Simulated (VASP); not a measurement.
# InAs (F-43m) in VASP: notebook

InAs is run at these levels: PBEsol+D4, RPBE+D3(BJ), HSE06; tasks: single point, relaxation of cell and atoms.

Program: VASP 6.6.1. These are calculated values, not measurements. Logs are shortened: lines on timing, memory, paths and dates and some standing lists are left out, and cuts for length are marked.

**Measured values to compare with.**

A printed reference work, data compilation reports, for a bulk crystal of InAs at 4.2 K: band gap 0.418 eV (direct).

The runs below are set against these values where they give the same quantity.

## Step 1: The cell of the first run

Symmetry: F-43m, No. 216, cubic system. The conventional cell has a = 6.049 Å, b = 6.049 Å, c = 6.049 Å, α = 90.00°, β = 90.00°, γ = 90.00°. Within 3.5 Å of In (site symmetry -43m) lie 4 As at 2.62 Å. As (site symmetry -43m) has 4 In at 2.62 Å within 3.5 Å.

## Step 2: Single point, PBEsol+D4

The input, INCAR:

```
PREC     = Accurate       # precision mode
ENCUT    = 520            # plane-wave cutoff, eV
EDIFF    = 1E-6           # SCF threshold, eV
ISMEAR   = -1             # smearing method
SIGMA    = 0.05           # smearing width, eV
LREAL    = F              # projectors in reciprocal space
LASPH    = T              # aspherical terms in the spheres
NELM     = 80             # most SCF steps
ALGO     = Normal         # electronic algorithm
ISIF     = 2              # what is computed and relaxed
LWAVE    = F              # write WAVECAR
LCHARG   = T              # write CHGCAR
GGA      = PS             # functional
IVDW     = 13             # dispersion correction
LELF     = T              # ELF
LVHAR    = T            
NBANDS   = 16             # bands
```

The input, KPOINTS:

```
regular mesh
0
Gamma
  8 8 8
```

The input, POSCAR:

```
InAs
1.0
    0.0000000000      3.0246765960      3.0246765960
    3.0246765960      0.0000000000      3.0246765960
    3.0246765960      3.0246765960      0.0000000000
In As
1 1
Direct
    0.0000000000      0.0000000000      0.0000000000
    0.7500000000      0.7500000000      0.7500000000
```

Potentials or basis: VASP PAW PBE potentials, release 64 (In_d, As).

Command:

```console
$ cat potpaw_PBE.64/In_d/POTCAR potpaw_PBE.64/As/POTCAR > POTCAR
$ mpirun -np 1 vasp_std > vasp.out
```

OUTCAR:

```text
PREC = Accurate
   ENCUT = 520
   EDIFF = 1E-6
   ISMEAR = -1
   LREAL = F
   LASPH = T
   NELM = 80
   ISIF = 2
   GGA = PS
   IVDW = 13

 ion  position               nearest neighbor table
   1  0.000  0.000  0.000-   2 2.62   2 2.62   2 2.62   2 2.62
   2  0.750  0.750  0.750-   1 2.62   1 2.62   1 2.62   1 2.62

  LATTYP: Found a face centered cubic cell.
 ALAT       =     6.0493531920

  Lattice vectors:

 A1 = (   0.0000000000,   3.0246765960,   3.0246765960)
 A2 = (   3.0246765960,   0.0000000000,   3.0246765960)
 A3 = (   3.0246765960,   3.0246765960,   0.0000000000)

Analysis of symmetry for initial positions (statically):
=====================================================================
 Subroutine PRICEL returns:
 Original cell was already a primitive cell.

 Routine SETGRP: Setting up the symmetry group for a
 face centered cubic supercell.

 Subroutine GETGRP returns: Found 24 space group operations
 (whereof 24 operations were pure point group operations)
 out of a pool of 48 trial point group operations.

The static configuration has the point symmetry T_d .

Analysis of symmetry for dynamics (positions and initial velocities):
=====================================================================
 Subroutine PRICEL returns:
 Original cell was already a primitive cell.

 Routine SETGRP: Setting up the symmetry group for a
 face centered cubic supercell.

 Subroutine GETGRP returns: Found 24 space group operations
 (whereof 24 operations were pure point group operations)
 out of a pool of 48 trial point group operations.

The dynamic configuration has the point symmetry T_d .

 Subroutine INISYM returns: Found 24 space group operations
 (whereof 24 operations are pure point group operations),
 and found     1 'primitive' translations

----------------------------------------------------------------------------------------

                                     Primitive cell

  volume of cell :      55.3435

  direct lattice vectors                    reciprocal lattice vectors
     0.000000000  3.024676596  3.024676596    -0.165306929  0.165306929  0.165306929
     3.024676596  0.000000000  3.024676596     0.165306929 -0.165306929  0.165306929
     3.024676596  3.024676596  0.000000000     0.165306929  0.165306929 -0.165306929

  length of vectors
     4.277538664  4.277538664  4.277538664     0.286320000  0.286320000  0.286320000

  position of ions in fractional coordinates (direct lattice)
     0.000000000  0.000000000  0.000000000
     0.750000000  0.750000000  0.750000000

  ion indices of the primitive-cell ions
   primitive index   ion index
                 1           1
                 2           2

----------------------------------------------------------------------------------------

 KPOINTS: regular mesh

Automatic generation of k-mesh.
 Grid dimensions read from file:
 generate k-points for:    8    8    8

 Generating k-lattice:

  Cartesian coordinates                     Fractional coordinates (reciprocal lattice)
    -0.020663366  0.020663366  0.020663366     0.125000000  0.000000000  0.000000000
     0.020663366 -0.020663366  0.020663366     0.000000000  0.125000000  0.000000000
     0.020663366  0.020663366 -0.020663366     0.000000000  0.000000000  0.125000000

  Length of vectors
     0.035790000  0.035790000  0.035790000

  Shift w.r.t. Gamma in fractional coordinates (k-lattice)
     0.000000000  0.000000000  0.000000000

 Subroutine IBZKPT returns following result:
 ===========================================

 Found     29 irreducible k-points:

 Following reciprocal coordinates:
            Coordinates               Weight
  0.000000  0.000000  0.000000      1.000000
  0.125000  0.000000  0.000000      8.000000
  0.250000  0.000000  0.000000      8.000000
  0.375000  0.000000  0.000000      8.000000
  0.500000  0.000000  0.000000      4.000000
  0.125000  0.125000  0.000000      6.000000
[... 16 lines left out ...]
  0.500000  0.250000  0.125000     48.000000
 -0.375000  0.250000  0.125000     24.000000
 [... further k-points ...]
   k-points           NKPTS =     29   k-points in BZ     NKDIM =     29   number of bands    NBANDS=     16
   number of dos      NEDOS =    301   number of ions     NIONS =      2
   total plane-waves  NPLWV =  32768
   dimension x,y,z NGX =    32 NGY =   32 NGZ =   32
   dimension x,y,z NGXF=    64 NGYF=   64 NGZF=   64
   ions per type =               1   1
   NGX,Y,Z   is equivalent  to a cutoff of  12.44, 12.44, 12.44 a.u.
   NGXF,Y,Z  is equivalent  to a cutoff of  24.87, 24.87, 24.87 a.u.
 SYSTEM =  unknown system
   PREC   = accura    normal or accurate (medium, high low for compatibility)
   ISTART =      0    job   : 0-new  1-cont  2-samecut
   ICHARG =      2    charge: 1-file 2-atom 10-const
   ISPIN  =      1    spin polarized calculation?
   LNONCOLLINEAR =      F non collinear calculations
   LSORBIT =      F    spin-orbit coupling
   LASPH  =      T    aspherical Exc in radial PAW
   ENCUT  =  520.0 eV  38.22 Ry    6.18 a.u.   7.95  7.95  7.95*2*pi/ulx,y,z
   NELM   =     80;   NELMIN=  2; NELMDL= -5     # of ELM steps
   EDIFF  = 0.1E-05   stopping-criterion for ELM
   LREAL  =      F    real-space projection
   EDIFFG = 0.1E-04   stopping-criterion for IOM
   NSW    =      0    number of steps for IOM
   IBRION =     -1    ionic relax: 0-MD 1-quasi-New 2-CG
   NFREE  =      0    steps in history (QN), initial steepest desc. (CG)
   ISIF   =      2    stress and relaxation
   ISYM   =      2    0-nonsym 1-usesym 2-fastsym
   POTIM  = 0.5000    time-step for ionic-motion
   TEBEG  =    0.0;   TEEND  =   0.0 temperature during run
   PSTRESS=    0.0 pullay stress
   NELECT =      18.0000    total number of electrons
   NUPDOWN=      -1.0000    fix difference up-down
   EMIN   =  10.00;   EMAX   =-10.00  energy-range for DOS
   EFERMI =   0.00;   METHOD = LEGACY
   ISMEAR =    -1;   SIGMA  =   0.05  broadening in eV -4-tet -1-fermi 0-gaus
   EFERMI_NEDOS =   21; number of points for ismear=-14 and -15
   IALGO  =     38    algorithm
   IMIX   =      4    mixing-type and parameters
     AMIX     =   0.40;   BMIX     =  1.00
     AMIX_MAG =   1.60;   BMIX_MAG =  1.00
  volume/ion in A,a.u.               =      27.67       186.74
  Fermi-wavevector in a.u.,A,eV,Ry     =   1.125840  2.127529 17.245602  1.267516
  Thomas-Fermi vector in A             =   2.262519
   LORBIT       =      0    0 simple, 1 ext, 2 COOP (PROOUT), +10 PAW based schemes
   GGA     = PS    functional components
   LHFCALC =     F    Hartree Fock is set to
   AEXX    =    0.0000 exact exchange contribution
   IVDW    =    13    specifies the selected vdW correction
   LEPSILON=     F    determine dielectric tensor
   LRPA    =     F    only Hartree local field effects (RPA)
 non-spin polarized calculation
  energy-cutoff  :      520.00
  volume of cell :       55.34
 maximum number of plane-waves:      1524
   NGX = 15   NGY = 15   NGZ = 15

 number of electron      17.9999990 magnetization

 Free energy of the ion-electron system (eV)
  ---------------------------------------------------
  ext. energy  EPLUGINS =         0.00000000
  ---------------------------------------------------
  free energy    TOTEN  =        -8.48274212 eV

  energy without entropy =       -8.48220291  energy(sigma->0) =       -8.48247251

 E-fermi :   4.4097     XC(G=0):  -9.2788

 val. band max:        4.3623687164   @ k =   0.0000   0.0000   0.0000
 cond. band min:       5.2332497822   @ k =   0.5000   0.0000   0.0000
 fundamental gap:      0.8708810658
 Fermi energy:         4.4097383193

 k-point     1 :       0.0000    0.0000    0.0000
  band No.  band energies     occupation
      1      -9.9692      2.00000
      2      -9.9692      2.00000
      3      -9.9692      2.00000
      4      -9.8418      2.00000
      5      -9.8418      2.00000
      6      -7.5205      2.00000
[... 8 lines left out ...]
     15      14.0248      0.00000
     16      14.0248      0.00000

 k-point     2 :       0.1250    0.0000    0.0000
  band No.  band energies     occupation
      1      -9.9901      2.00000
      2      -9.9633      2.00000
      3      -9.9633      2.00000
      4      -9.8419      2.00000
      5      -9.8419      2.00000
      6      -7.3578      2.00000
[... 8 lines left out ...]
     15      13.1067      0.00000
     16      13.1067      0.00000

 k-point     3 :       0.2500    0.0000    0.0000
  band No.  band energies     occupation
      1     -10.0370      2.00000
      2      -9.9505      2.00000
      3      -9.9505      2.00000
      4      -9.8406      2.00000
      5      -9.8406      2.00000
      6      -6.9123      2.00000
[... 8 lines left out ...]
     15      12.8610      0.00000
     16      12.8610      0.00000

 k-point     4 :       0.3750    0.0000    0.0000
  band No.  band energies     occupation
      1     -10.0798      2.00000
      2      -9.9405      2.00000
      3      -9.9405      2.00000
      4      -9.8364      2.00000
      5      -9.8364      2.00000
      6      -6.3423      2.00000
[... 8 lines left out ...]
     15      13.8083      0.00000
     16      13.8083      0.00000
[... 324 lines left out ...]
 k-point    22 :       0.3750    0.2500    0.1250
  band No.  band energies     occupation
      1     -10.0752      2.00000
      2      -9.9350      2.00000
      3      -9.9303      2.00000
      4      -9.8539      2.00000
      5      -9.8321      2.00000
      6      -6.5480      2.00000
[... 8 lines left out ...]
     15      14.4247      0.00000
     16      15.0359      0.00000

 k-point    23 :       0.5000    0.2500    0.1250
  band No.  band energies     occupation
      1     -10.1027      2.00000
      2      -9.9296      2.00000
      3      -9.9191      2.00000
      4      -9.8514      2.00000
      5      -9.8323      2.00000
      6      -6.0368      2.00000
[... 8 lines left out ...]
     15      14.5740      0.00000
     16      15.3684      0.00000

 k-point    24 :      -0.3750    0.2500    0.1250
  band No.  band energies     occupation
      1     -10.1130      2.00000
      2      -9.9287      2.00000
      3      -9.9150      2.00000
      4      -9.8471      2.00000
      5      -9.8343      2.00000
      6      -5.7700      2.00000
[... 8 lines left out ...]
     15      14.6605      0.00000
     16      15.3941      0.00000

 [... further k-points ...]

------------------------ aborting loop because EDIFF is reached ----------------------------------------

  DFT-D4 for vdW energy calculation

  Edisp (eV):   -0.40476

  FORCE on cell =-STRESS in cart. coord.  units (eV):
  Direction    XX          YY          ZZ          XY          YZ          ZX
  --------------------------------------------------------------------------------------
  -------------------------------------------------------------------------------------
  Total       0.03172     0.03172     0.03172     0.00000    -0.00000    -0.00000
  in kB       0.91831     0.91831     0.91831     0.00000    -0.00000    -0.00000
  external pressure =        0.92 kB  Pullay stress =        0.00 kB

 VOLUME and BASIS-vectors are now :
 -----------------------------------------------------------------------------
  energy-cutoff  :      520.00
  volume of cell :       55.34
      direct lattice vectors                 reciprocal lattice vectors
     0.000000000  3.024676596  3.024676596    -0.165306929  0.165306929  0.165306929
     3.024676596  0.000000000  3.024676596     0.165306929 -0.165306929  0.165306929
     3.024676596  3.024676596  0.000000000     0.165306929  0.165306929 -0.165306929

 POSITION                                       TOTAL-FORCE (eV/Angst)
 -----------------------------------------------------------------------------------
      0.00000      0.00000      0.00000         0.000000      0.000000      0.000000
      4.53701      4.53701      4.53701        -0.000000     -0.000000     -0.000000
 -----------------------------------------------------------------------------------
    total drift:                                0.000000      0.000000      0.000000

  FREE ENERGIE OF THE ION-ELECTRON SYSTEM (eV)
  ---------------------------------------------------
  free  energy   TOTEN  =        -8.8875067167 eV

  energy  without entropy=       -8.8869675098  energy(sigma->0) =       -8.88723711
```

Run time: 34 s. Hardware: 1 thread of Intel Xeon 8259CL, shared host; peak memory 0.19 GiB.

What came out:

- Free energy: -8.8875 eV
- Pressure: 0.1 GPa
- Band gap on the k mesh: zero (filled and empty bands touch)
- Dispersion energy per atom: -0.202 eV

Caveat: semilocal functionals underestimate gaps, so a narrow gap can read as zero; the PAW data sets were made with another functional, which shifts forces and pressure a little; spin-orbit coupling is left out, which moves the levels of the heavy elements.

## Step 3: Relaxation of cell and atoms, PBEsol+D4

This run uses another cell than the first one, of 27.49 Å³/atom.

The input, INCAR:

```
SYSTEM = InAs
  PREC = Accurate
  ENCUT = 600
  EDIFF = 1E-6
  ISMEAR = -1
  SIGMA = 0.05
  LREAL = .False.
  LASPH = .True.
  NELM = 100
  ALGO = Normal
  ISIF = 3
  LWAVE = .False.
  LCHARG = .False.
  GGA = PS
  IVDW = 13
  IBRION = 2
  NSW = 60
  EDIFFG = -0.01
```

The input, KPOINTS:

```
regular mesh
0
Gamma
  8 8 8
  0 0 0
```

The input, POSCAR:

```
InAs
1.0
    0.0000000000      3.0180000000      3.0180000000
    3.0180000000      0.0000000000      3.0180000000
    3.0180000000      3.0180000000      0.0000000000
In As
1 1
Direct
    0.0000000000      0.0000000000      0.0000000000
    0.7500000000      0.7500000000      0.7500000000
```

Potentials or basis: VASP PAW PBE potentials, release 64 (In_d, As).

Command:

```console
$ cat potpaw_PBE.64/In_d/POTCAR potpaw_PBE.64/As/POTCAR > POTCAR
$ mpirun -np 1 vasp_std > vasp.out
```

Wall time 1.7 min (1 thread of Intel Xeon 8259CL, shared host); peak memory 0.23 GiB.

Results (log left out):

* Free energy: -8.8878 eV
* Relaxed volume: 27.72 Å³/atom
* Relaxed cell: a = 4.280 Å, b = 4.280 Å, c = 4.280 Å, α = 60.00°, β = 60.00°, γ = 60.00°
* Space group after relaxing (to 0.1 Å): F-43m (No. 216)
* Energy gained by relaxing: 0.4 meV/atom
* Ionic steps: 3
* Pressure after relaxing: 0.0 GPa
* Band gap on the k mesh: zero (filled and empty bands touch)
* Dispersion energy per atom: -0.202 eV

Step by step:
| step | energy change (eV) | largest force (eV/Å) | pressure (GPa) | volume (Å³) |
| --- | --- | --- | --- | --- |
| 1 | 0.0000 | 0.0000 | 0.52 | 54.98 |
| 2 | -0.0006 | 0.0000 | -0.22 | 55.69 |
| 3 | -0.0008 | 0.0000 | 0.00 | 55.45 |

Final structure:
```yaml
crystal:
  lattice:
    - [0.00000, 3.02657, 3.02657]
    - [3.02657, 0.00000, 3.02657]
    - [3.02657, 3.02657, 0.00000]
  atoms:
    - { symbol: In, position: [0.00000, 0.00000, 0.00000] }
    - { symbol: As, position: [0.75000, 0.75000, 0.75000] }
```

Levels at points of the mesh, in eV from the Fermi level:
| k point | band 7 | band 8 | band 9 | band 10 | band 11 | band 12 |
| --- | --- | --- | --- | --- | --- | --- |
| (0.00, 0.00, 0.00) | -0.35 | -0.05 | -0.05 | -0.05 | 3.81 | 3.81 |
| (0.50, 0.00, 0.00) | -5.85 | -1.04 | -1.04 | 0.82 | 4.57 | 4.57 |
| (0.50, 0.50, 0.00) | -5.92 | -2.38 | -2.38 | 1.40 | 1.93 | 9.01 |

Caveat: semilocal functionals underestimate gaps, so a narrow gap can read as zero; the PAW data sets were made with another functional, which shifts forces and pressure a little; spin-orbit coupling is left out, which moves the levels of the heavy elements. Zero-point motion and thermal expansion aren't in these numbers.

## Step 4: Relaxation of cell and atoms, RPBE+D3(BJ)

This run uses another cell than the first one, of 27.49 Å³/atom.

The input, INCAR:

```
ALGO     = Normal         # electronic algorithm
EDIFF    = 1E-7           # SCF threshold, eV
EDIFFG   = -0.01          # ionic threshold
ENCUT    = 600            # plane-wave cutoff, eV
GGA      = RP             # functional
IBRION   = 2              # ionic algorithm
ISIF     = 3              # what is computed and relaxed
ISMEAR   = -1             # smearing method
IVDW     = 12             # dispersion correction
LASPH    = T              # aspherical terms in the spheres
LCHARG   = F              # write CHGCAR
LREAL    = F              # projectors in reciprocal space
LWAVE    = F              # write WAVECAR
NELM     = 60             # most SCF steps
NSW      = 60             # ionic steps
PREC     = Accurate       # precision mode
SIGMA    = 0.05           # smearing width, eV
```

The input, KPOINTS:

```
k-points
0
Gamma
  8 8 8
```

POSCAR is that of step 3.

Command:

```console
$ cat potpaw_PBE.64/In_d/POTCAR potpaw_PBE.64/As/POTCAR > POTCAR
$ mpirun -np 1 vasp_std > vasp.out
```

Run time: 2 min. Hardware: 1 thread of Intel Xeon 8259CL, shared host; peak memory 0.24 GiB.

The run converged. Its results:

```yaml
Free_energy: -10.0209 eV
Relaxed_volume: 25.76 Å³/atom
Relaxed_cell: a = 4.177 Å, b = 4.177 Å, c = 4.177 Å, α = 60.00°, β = 60.00°, γ = 60.00°
Space_group_after_relaxing_to_0.1_Å: F-43m (No. 216)
Energy_gained_by_relaxing: 22.0 meV/atom
Ionic_steps: 3
Pressure_after_relaxing: 0.0 GPa
Band_gap_on_the_k_mesh: 0.29 eV
Dispersion_energy_per_atom: -1.631 eV
```

Step by step:
```
step  energy change (eV)  largest force (eV/Å)  pressure (GPa)  volume (Å³)
   1              0.0000                0.0000           -3.83        54.98
   2             -0.0325                0.0000            2.35        49.91
   3             -0.0440                0.0000            0.01        51.52
```

Final structure:
```
In As
1.0
     0.00000    2.95342    2.95342
     2.95342    0.00000    2.95342
     2.95342    2.95342    0.00000
In As
1 1
Cartesian
  0.0000 0.0000 0.0000
  4.4301 4.4301 4.4301
```

Levels at points of the mesh, in eV from the valence-band top:
| k point | band 7 | band 8 | band 9 | band 10 | band 11 | band 12 |
| --- | --- | --- | --- | --- | --- | --- |
| (0.00, 0.00, 0.00) | 0.00 | 0.00 | 0.00 | 0.29 | 3.97 | 3.97 |
| (0.50, 0.00, 0.00) | -6.10 | -1.09 | -1.09 | 1.21 | 4.75 | 4.75 |
| (0.50, 0.50, 0.00) | -6.12 | -2.56 | -2.56 | 1.53 | 2.14 | 9.79 |

Caveat: the PAW data sets were made with another functional, which shifts forces and pressure a little; spin-orbit coupling is left out, which moves the levels of the heavy elements.

(Part 1 of 2 ends here.)
